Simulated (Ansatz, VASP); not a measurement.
# Al27N26 (V_N) in two plane-wave programs, part 2 of 3

Wanted: the spread between two codes on one cell, functional and k mesh. Of the first pair: The cell is taken from a series of runs on this material, whose earlier steps may have relaxed, scaled, displaced or heated it; both programs get it as it stands.

VASP 6.6.1 and Ansatz 0.2.0.

So far. Step 2 (VASP: single point, r2SCAN, pair 1): The run ends at a pressure of -5.51 GPa, with forces up to 0.28 eV/Å.

## Step 4: Differences

Known differences besides the potentials themselves: VASP keeps PBE cores, Ansatz makes them for the functional; the cutoff is 500 eV in Ansatz and 580 eV in VASP (PREC = Accurate, projectors in real space). Total energies have different zeros and are not compared.

The two programs side by side:

| quantity | Ansatz | VASP | difference |
| --- | --- | --- | --- |
| gap on the k mesh (eV) | 0.519 | 0.515 | +0.004 |

Forces on 8 of the 53 atoms, those with the largest forces and the largest differences (eV/Å; atoms numbered as in POSCAR):

| atom | Ansatz x, y, z | VASP x, y, z |
| --- | --- | --- |
| Al14 | 0.110, 0.109, 0.145 | 0.103, 0.101, 0.144 |
| Al17 | -0.132, -0.106, -0.080 | -0.126, -0.112, -0.077 |
| Al18 | 0.066, 0.052, 0.002 | 0.075, 0.049, 0.004 |
| Al23 | -0.115, -0.141, -0.073 | -0.121, -0.135, -0.068 |
| N33 | -0.147, 0.029, -0.237 | -0.150, 0.027, -0.239 |
| N39 | 0.030, -0.151, -0.236 | 0.027, -0.154, -0.238 |
| N42 | -0.006, 0.050, 0.187 | -0.009, 0.053, 0.188 |
| N48 | 0.044, -0.005, 0.189 | 0.047, -0.008, 0.190 |

The forces differ by 3.4 meV/Å r.m.s., which is 5.2 % of the r.m.s. force of 0.066 eV/Å (both taken over all components). A gap on the mesh is an upper bound, since the band edges may lie between its points. The cell carries a charge of -1 e against a uniform background, so its pressure also hangs on how the neutralising background is counted, and in a defect's cell a gap may be the spacing between its levels.

## Step 5: Ansatz: relaxation, r2SCAN

The two programs are compared at the cell with which this relaxation starts, whose forces are those of its first step.

The structure compared here is the start of the Ansatz relaxation; VASP solves that cell, so the two are compared at the walk's first step.

input.yaml

```yaml
crystal:
  lattice:
    - [0.0, 6.65250271, 6.65250271]
    - [6.65250271, 0.0, 6.65250271]
    - [6.65250271, 6.65250271, 0.0]
  atoms:
    - { symbol: Al, position: [0.0, 0.0, 0.0] }
    - { symbol: "N", position: [0.08333333, 0.08333333, 0.08333333] }
    - { symbol: Al, position: [0.0, 0.0, 0.33333333] }
    - { symbol: "N", position: [0.08333333, 0.08333333, 0.41666667] }
    - { symbol: Al, position: [0.0, 0.0, 0.66666667] }
    - { symbol: "N", position: [0.08333333, 0.08333333, 0.75] }
    - { symbol: Al, position: [0.0, 0.33333333, 0.0] }
    - { symbol: "N", position: [0.08333333, 0.41666667, 0.08333333] }
    - { symbol: Al, position: [0.0, 0.33333333, 0.33333333] }
    - { symbol: "N", position: [0.08333333, 0.41666667, 0.41666667] }
    - { symbol: Al, position: [0.0, 0.33333333, 0.66666667] }
    - { symbol: "N", position: [0.08333333, 0.41666667, 0.75] }
    - { symbol: Al, position: [0.0, 0.66666667, 0.0] }
    - { symbol: "N", position: [0.08333333, 0.75, 0.08333333] }
    - { symbol: Al, position: [0.0, 0.66666667, 0.33333333] }
    - { symbol: "N", position: [0.08333333, 0.75, 0.41666667] }
    - { symbol: Al, position: [0.0, 0.66666667, 0.66666667] }
    - { symbol: "N", position: [0.08333333, 0.75, 0.75] }
    - { symbol: Al, position: [0.33333333, 0.0, 0.0] }
    - { symbol: "N", position: [0.41666667, 0.08333333, 0.08333333] }
    - { symbol: Al, position: [0.33333333, 0.0, 0.33333333] }
    - { symbol: "N", position: [0.41666667, 0.08333333, 0.41666667] }
    - { symbol: Al, position: [0.33333333, 0.0, 0.66666667] }
    - { symbol: "N", position: [0.41666667, 0.08333333, 0.75] }
    - { symbol: Al, position: [0.33333333, 0.33333333, 0.0] }
    - { symbol: "N", position: [0.41666667, 0.41666667, 0.08333333] }
    - { symbol: Al, position: [0.33333333, 0.33333333, 0.33333333] }
    - { symbol: Al, position: [0.33333333, 0.33333333, 0.66666667] }
    - { symbol: "N", position: [0.41666667, 0.41666667, 0.75] }
    - { symbol: Al, position: [0.33333333, 0.66666667, 0.0] }
    - { symbol: "N", position: [0.41666667, 0.75, 0.08333333] }
    - { symbol: Al, position: [0.33333333, 0.66666667, 0.33333333] }
    - { symbol: "N", position: [0.41666667, 0.75, 0.41666667] }
    - { symbol: Al, position: [0.33333333, 0.66666667, 0.66666667] }
    - { symbol: "N", position: [0.41666667, 0.75, 0.75] }
    - { symbol: Al, position: [0.66666667, 0.0, 0.0] }
    - { symbol: "N", position: [0.75, 0.08333333, 0.08333333] }
    - { symbol: Al, position: [0.66666667, 0.0, 0.33333333] }
    - { symbol: "N", position: [0.75, 0.08333333, 0.41666667] }
    - { symbol: Al, position: [0.66666667, 0.0, 0.66666667] }
    - { symbol: "N", position: [0.75, 0.08333333, 0.75] }
    - { symbol: Al, position: [0.66666667, 0.33333333, 0.0] }
    - { symbol: "N", position: [0.75, 0.41666667, 0.08333333] }
    - { symbol: Al, position: [0.66666667, 0.33333333, 0.33333333] }
    - { symbol: "N", position: [0.75, 0.41666667, 0.41666667] }
    - { symbol: Al, position: [0.66666667, 0.33333333, 0.66666667] }
    - { symbol: "N", position: [0.75, 0.41666667, 0.75] }
    - { symbol: Al, position: [0.66666667, 0.66666667, 0.0] }
    - { symbol: "N", position: [0.75, 0.75, 0.08333333] }
    - { symbol: Al, position: [0.66666667, 0.66666667, 0.33333333] }
    - { symbol: "N", position: [0.75, 0.75, 0.41666667] }
    - { symbol: Al, position: [0.66666667, 0.66666667, 0.66666667] }
    - { symbol: "N", position: [0.75, 0.75, 0.75] }
  host:
    repeats: [3, 3, 3]
    atoms:
      - { symbol: Al, position: [0.0, 0.0, 0.0] }
      - { symbol: "N", position: [0.25, 0.25, 0.25] }
total_charge: -1
basis:
  ecutwfc: 500
  xc_grid: 2
hamiltonian:
  xc: r2scan
  pseudopotentials: { kind: paw, azcp: { folder: soft_1 } }
kpoints:
  mp_grid: { grid: [1, 1, 1], shift: [0.25, 0.25, 0.25] }
scf:
  occupations: { method: fixed }
  max_iter: 80
output:
  forces: true
  charged_corrections:
    epsilon: 4.64
    static_epsilon: 8.51
    defect_position: [0.416667, 0.416667, 0.416667]
relax:
  f_tol: 0.02
  max_steps: 80
  random_displacement: { amplitude: 0.05, seed: 9169 }
checkpoint:
  write: "../qm1.relax.run"
  compress: false
  write_wavefunctions: true
  write_every: 100000
```

Run with:

```console
> ansatz run input.yaml --threads 4 --pin off --max-ram 7536MiB --backend cpu --events-out ev --progress --plain --runs-dir out
```

Numbers of over 12 decimals in the logs are rounded to 6 here.

What it wrote:

```text
[...]
Crystal: 53 atoms, lattice volume = 588.824 Å³
Basis set: ecut = 500 eV, 15065 PW (Γ), exchange–correlation on 144×144×144 points (8 copies of the dense FFT grid, shifted against one another)
Bands: 159, of which v1, the nominal top of the filled ones, is band 106 counted from 1 (105 counted from 0)
Symmetry: 1 space group operations
k-points: 1
[...]
SCF iter   1: F=—  HF=-24684.924251 eV  |F-HF|=—  |Δ(HF+E_count)|=         —  Δρ=1.21e-1  dr2=1.10e2  dr2_τ=1.27e1  ethr=3.10e-3  ⟨swp⟩=5.0  Hψ=518  notcnv=0  defer=50
[...]
- { symbol: Al, position: [0.000904734, 0.666882, 0.332845] }
    - { symbol: N, position: [0.091436, 0.746339, 0.415153] }
[...]
- { symbol: Al, position: [0.666483, 0.333279, 0.666675] }
    - { symbol: N, position: [0.748636, 0.416709, 0.751715] }
    - { symbol: Al, position: [0.664596, 0.664925, 0.0033432] }
    - { symbol: N, position: [0.750451, 0.750748, 0.083194] }
    - { symbol: Al, position: [0.664630, 0.664860, 0.334153] }
    - { symbol: N, position: [0.751071, 0.751355, 0.416686] }
    - { symbol: Al, position: [0.666608, 0.666885, 0.666927] }
    - { symbol: N, position: [0.751033, 0.751334, 0.749613] }
```

## Step 6: VASP: single point, r2SCAN, start cell, pair 2

The same cell, functional and mesh now go to VASP, with its own data sets.

INCAR

```
SYSTEM = Al27N26
PREC = Accurate
ENCUT = 580
EDIFF = 1E-06
NELM = 120
ISMEAR = 0
SIGMA = 0.01
LREAL = Auto
ALGO = Normal
METAGGA = R2SCAN
LASPH = .TRUE.
NELECT = 212
NBANDS = 144
LORBIT = 11
LWAVE = .FALSE.
LCHARG = .FALSE.
ISIF = 2
ISYM = 0
GGA_COMPAT = .FALSE.
EFERMI = MIDGAP
LMIXTAU = .TRUE.
NCORE = 2
```

POSCAR

```
Al27N26
1.0
    0.0000000000      6.6525027110      6.6525027110
    6.6525027110      0.0000000000      6.6525027110
    6.6525027110      6.6525027110      0.0000000000
Al N
27 26
Direct
    0.0029328812      0.9956810239      0.9969331843
    0.9996670426      0.9944139820      0.3382496930
    0.9950218735      0.0042269806      0.6696460255
    0.0012931224      0.3288973481      0.0054574198
    0.9953221364      0.3360472888      0.3307577006
    0.0038002991      0.3370461610      0.6627727476
    0.9978987607      0.6687949924      0.9951107874
    0.0056986072      0.6668132570      0.3285519894
    0.9940714041      0.6706945031      0.6689038988
    0.3396098578      0.9985595647      0.9988714773
    0.3317891921      0.0005114616      0.3286867507
    0.3271709302      0.0025771504      0.6701093849
    0.3389129021      0.3346118140      0.9962481789
    0.3290404522      0.3332701385      0.3392908801
    0.3283934776      0.3375739323      0.6696488064
    0.3296306060      0.6630625633      0.0024093940
    0.3332156477      0.6643755278      0.3394533002
    0.3303445478      0.6703861981      0.6703911586
    0.6661701156      0.0046132262      0.9943025202
    0.6640672980      0.9960038348      0.3341803223
    0.6631081852      0.0025754217      0.6628738373
    0.6729569599      0.3297115530      0.9990152578
    0.6692140828      0.3375065893      0.3322091844
    0.6722407633      0.3292591668      0.6639550094
    0.6674610583      0.6673389990      0.0044786904
    0.6703903318      0.6611127708      0.3364959921
    0.6663801869      0.6659959706      0.6724131044
    0.0783284160      0.0885833536      0.0845977859
    0.0777687770      0.0883656912      0.4171034753
    0.0861669698      0.0843596800      0.7436002982
    0.0861908706      0.4182707052      0.0768718214
    0.0871650152      0.4105711217      0.4188210995
    0.0891184906      0.4174931031      0.7471854152
    0.0883478032      0.7469704585      0.0855186423
    0.0890455105      0.7454571182      0.4149550357
    0.0832283765      0.7543598579      0.7516420838
    0.4213436840      0.0857800477      0.0810470921
    0.4192362816      0.0875054886      0.4110874687
    0.4155705184      0.0897176636      0.7478785378
    0.4108081753      0.4206847590      0.0857248054
    0.4141218906      0.4122946084      0.7553261108
    0.4108804789      0.7540373477      0.0858171014
    0.4122483100      0.7559771440      0.4157732992
    0.4154073467      0.7541285916      0.7444579454
    0.7542225412      0.0772579167      0.0843878649
    0.7502611749      0.0863576499      0.4104480101
    0.7549657953      0.0838365686      0.7443825602
    0.7552970992      0.4177702920      0.0782988031
    0.7520973260      0.4171221900      0.4203209862
    0.7445393433      0.4186965599      0.7546020224
    0.7490037534      0.7480807925      0.0799143605
    0.7460681665      0.7472821457      0.4223929883
    0.7542760549      0.7440904145      0.7518036019
```

KPOINTS

```
Points of the shifted mesh
1
Reciprocal
 0.2500000000  0.2500000000  0.2500000000 1
```

PAW data sets: Al and N (PBE family, release 64).

Run with:

```console
> mpirun -np 8 vasp_std
```

What it wrote:

```text
[banner, memory and clock lines left out]
running    8 mpi-ranks, on    1 nodes
[...]
[... a notice as in an earlier step ...]

 LDA part: xc-table for (None), standard interpolation
 POSCAR, INCAR and KPOINTS ok, starting setup
[...]
entering main loop
       N       E                     dE             d eps       ncg     rms          rms(c)
DAV:   1     0.833311939312E+03    0.83331E+03   -0.10698E+05   288   0.149E+03
DAV:   2    -0.489538886600E+03   -0.13229E+04   -0.12557E+04   352   0.289E+02
DAV:   3    -0.603577841499E+03   -0.11404E+03   -0.11289E+03   352   0.910E+01
DAV:   4    -0.605486726427E+03   -0.19089E+01   -0.19029E+01   336   0.125E+01
DAV:   5    -0.605522919782E+03   -0.36193E-01   -0.36175E-01   352   0.163E+00BRMIX: very serious problems
 the old and the new charge density differ
 old charge density:   211.00000 new  212.00000
    0.452E+01
DAV:   6    -0.505297952483E+03    0.10022E+03   -0.24763E+02   336   0.341E+01    0.198E+01
DAV:   7    -0.485436174171E+03    0.19862E+02   -0.93111E+00   320   0.963E+00    0.115E+01
DAV:   8    -0.505949581941E+03   -0.20513E+02   -0.18551E+01   336   0.116E+01    0.654E+00
DAV:   9    -0.484466122330E+03    0.21483E+02   -0.84490E+00   304   0.819E+00    0.157E+00
[...]
DAV:  23    -0.488641363980E+03   -0.15619E-05   -0.44336E-06   288   0.889E-03    0.184E-03
DAV:  24    -0.488641366057E+03   -0.20770E-05   -0.68595E-07   200   0.368E-03    0.104E-03
DAV:  25    -0.488641366587E+03   -0.53067E-06   -0.15965E-07   168   0.136E-03
   1 F= -.48864137E+03 E0= -.48864137E+03  d E =0.000000E+00
```

Parts of OUTCAR (step 6):

```text
  Total      -16.7809924    -16.6087633    -16.2492224     -1.1456423      4.2700624      0.7571420
  in kB      -45.6607507    -45.1921185    -44.2138150     -3.1172701     11.6187558      2.0601685
  external PRESSURE =     -45.0222281 kB  Pullay stress =       0.0000000 kB

 POSITION                                       TOTAL-FORCE (eV/Angst)
 -----------------------------------------------------------------------------------
     13.25587      6.65161      6.64328         0.540143      0.064404      0.311078
      8.86555      8.90049     13.26563         0.015486     -0.547515      0.709591
      4.48294     11.07421      6.64751        -1.046890      0.238774      0.508092
      2.22430      0.04491      2.19659        -0.286237     -0.787600      0.762509
      4.43592      8.82175      8.85694        -0.173801      0.937150      0.788700
      6.65130      4.43438      2.26748        -0.118286      0.184420     -0.292263
     11.06914     13.25850     11.08768         0.340242      0.606237     -0.021728
      6.62167      2.22360      4.47389        -0.013359      0.595382     -0.981620
      8.91168     11.06295     11.07486        -0.979322      1.100277      0.750831
     13.28792      8.90425      8.90218         0.587104     -0.680297     -0.352085
      2.18999      4.39382      2.21063         0.967355      0.503064      0.393889
      4.47505      6.63441      2.19365        -0.821092     -0.346511      1.324557
      8.85355      8.88216      4.48062         0.669686      0.056513     -0.623178
      4.47421      4.44608      4.40602        -0.339540      0.019391      0.297461
[...]
-----------------------------------------------------------------------------------
    total drift:                               -0.004360      0.003005      0.010317

  FREE ENERGIE OF THE ION-ELECTRON SYSTEM (eV)
  ---------------------------------------------------
  free  energy   TOTEN  =      -488.6413665873 eV

  energy  without entropy=     -488.6413665873  energy(sigma->0) =     -488.64136659

[... 1 part as in an earlier step ...]

[... 1 further part left out ...]
[key lines of the parts left out:]
E-fermi :   9.7477
```

The run ends at a pressure of -4.50 GPa, with forces up to 2.1 eV/Å.

## Step 7: Differences

What differs besides the data sets and the points named for the pairs above, as far as they apply: fixed occupations in Ansatz, narrow Gaussian smearing in VASP. Total energies have different zeros and are not compared.

Forces on 8 of the 53 atoms, those with the largest forces and the largest differences (eV/Å; atoms numbered as in POSCAR):

| atom | Ansatz x, y, z | VASP x, y, z |
| --- | --- | --- |
| Al9 | -0.972, 1.089, 0.747 | -0.979, 1.100, 0.751 |
| Al12 | -0.817, -0.354, 1.318 | -0.821, -0.347, 1.325 |
| Al13 | 0.660, 0.055, -0.609 | 0.670, 0.057, -0.623 |
| N28 | -1.136, 0.914, -0.300 | -1.145, 0.921, -0.302 |
| N32 | 0.665, -1.935, -0.525 | 0.671, -1.953, -0.532 |
| N33 | 1.164, -0.814, -0.737 | 1.171, -0.820, -0.744 |
| N51 | 1.067, 0.864, 0.893 | 1.079, 0.877, 0.900 |
| N53 | 1.117, -0.883, 0.116 | 1.126, -0.889, 0.111 |

The forces differ by 6.2 meV/Å r.m.s., which is 0.9 % of the r.m.s. force of 0.659 eV/Å (both taken over all components). The cell carries a charge of -1 e against a uniform background, so its pressure also hangs on how the neutralising background is counted, and in a defect's cell a gap may be the spacing between its levels.

## Step 8: Ansatz: relaxation, r2SCAN

This run makes the geometry at which the two programs are then compared.

The structure compared here is the end of the Ansatz relaxation.

input.yaml is that of step 5.

Run with:

```console
> ansatz run input.yaml --threads 4 --pin off --max-ram 7536MiB --backend cpu --events-out ev --progress --plain --runs-dir out
```

What it wrote:

```text
[...]
Crystal: 53 atoms, lattice volume = 588.824 Å³
Basis set: ecut = 500 eV, 15065 PW (Γ), exchange–correlation on 144×144×144 points (8 copies of the dense FFT grid, shifted against one another)
Bands: 159, of which v1, the nominal top of the filled ones, is band 106 counted from 1 (105 counted from 0)
Symmetry: 1 space group operations
k-points: 1
[...]
SCF iter   1: F=—  HF=-24684.924251 eV  |F-HF|=—  |Δ(HF+E_count)|=         —  Δρ=1.21e-1  dr2=1.10e2  dr2_τ=1.27e1  ethr=3.10e-3  ⟨swp⟩=5.0  Hψ=518  notcnv=0  defer=50
[...]
- { symbol: Al, position: [0.000904734, 0.666882, 0.332845] }
    - { symbol: N, position: [0.091436, 0.746339, 0.415153] }
[...]
- { symbol: Al, position: [0.666483, 0.333279, 0.666675] }
    - { symbol: N, position: [0.748636, 0.416709, 0.751715] }
    - { symbol: Al, position: [0.664596, 0.664925, 0.0033432] }
    - { symbol: N, position: [0.750451, 0.750748, 0.083194] }
    - { symbol: Al, position: [0.664630, 0.664860, 0.334153] }
    - { symbol: N, position: [0.751071, 0.751355, 0.416686] }
    - { symbol: Al, position: [0.666608, 0.666885, 0.666927] }
    - { symbol: N, position: [0.751033, 0.751334, 0.749613] }
```

(Continued in part 3 of 3.)

[Lines on the potential files, build, host, timing and source positions are cut from VASP's logs without a mark.]

[Logs are printed without paths, hosts, clocks, repeated set-up lines and the standing remarks that a program may print on its own settings, such as how far it seeks lower states.]

[Hosts, paths, dates, database ids (printed as entryN), source tags and the programs' standing remarks are cut or masked in the printed files.]
